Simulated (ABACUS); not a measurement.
## InP: band structure with SCAN

**The experiment to reproduce.**

A printed reference work, data compilation reports, for a bulk crystal of InP at 1.6 K: band gap 1.4236 eV (direct).

The system is InP.

```
In P
1.0
     0.00000    2.93050    2.93050
     2.93050    0.00000    2.93050
     2.93050    2.93050    0.00000
In P
1 1
Direct
  0.00000 0.00000 0.00000
  0.75000 0.75000 0.75000
```

| Property | Result |
| --- | --- |
| Program | ABACUS 3.10.1 |
| Task | band structure |
| Functional | SCAN |
| Potentials or basis | SG15 ONCV 1.2 PBE |
| Cutoff | 1361 eV |
| Density cutoff | 5442 eV |
| Basis | DZP LCAO (the cutoffs set its grid) |
| Occupations | fermi-dirac, width 0.05 eV |
| Spin | no spin polarisation |
| Orbital files | In In_confined-atom_8au_2s2p2d.orb, P P_confined-atom_7au_2s2p1d.orb |
| Radial cutoff of the potentials (pseudo_rcut) | 10 bohr |
| Density | read from an earlier self-consistent run |
| Path | G-X-W-K-G-L-U-W-L-K, U-X |
| Points for each segment of the path | 10 |
| SCF threshold on the density | 1e-07 |
| Max SCF steps | 100 |
| Eigensolver | genelpa |
| Mixing | broyden |
| Mixing share | 0.7 |
| Symmetry key | -1 |
| Bands | 19 |

```
Band gap along the path : 0.91 eV, direct
```

Levels at the corners of the path, in eV from the Fermi level:
```tsv
point	band 7	band 8	band 9	band 10	band 11	band 12
Γ	-0.48	-0.48	-0.48	0.43	3.72	3.72
X	-6.66	-3.01	-3.01	1.49	2.05	9.66
W	-6.53	-3.62	-3.61	4.13	4.24	5.54
K	-6.53	-4.00	-2.60	2.09	4.27	7.60
Γ	-0.48	-0.48	-0.48	0.43	3.72	3.72
L	-6.61	-1.57	-1.57	1.13	4.58	4.58
U	-6.53	-4.00	-2.60	2.09	4.27	7.60
W	-6.53	-3.62	-3.61	4.13	4.24	5.54
L	-6.61	-1.57	-1.57	1.13	4.58	4.58
K	-6.53	-4.00	-2.60	2.09	4.27	7.60
U	-6.53	-4.00	-2.60	2.09	4.27	7.60
X	-6.66	-3.01	-3.01	1.49	2.05	9.66
```

Run time: 1.1 s on 4 MPI ranks on Intel(R) Xeon(R) Platinum 8488C (Sapphire Rapids) (shared host), peak memory 0.4 GiB a rank.

A measured gap of InP is 1.4236 eV (direct; 1.6 K; a printed reference work, data compilation); the calculated 0.91 eV misses it by -0.51 eV. Spin-orbit coupling on In is left out. The value is that of SCAN in an atomic basis (SG15 ONCV 1.2 PBE, DZP LCAO (the cutoffs set its grid)), whose error adds to the functional's,, without temperature or zero-point motion.

Caveat: the atomic orbitals were generated for these runs and aren't a published set; the density is read from an earlier self-consistent run, whose mesh may be coarse; spin-orbit coupling is left out, which moves the levels of the heavy elements; the basis of atomic orbitals isn't converged, which shifts pressures, moduli and gaps.
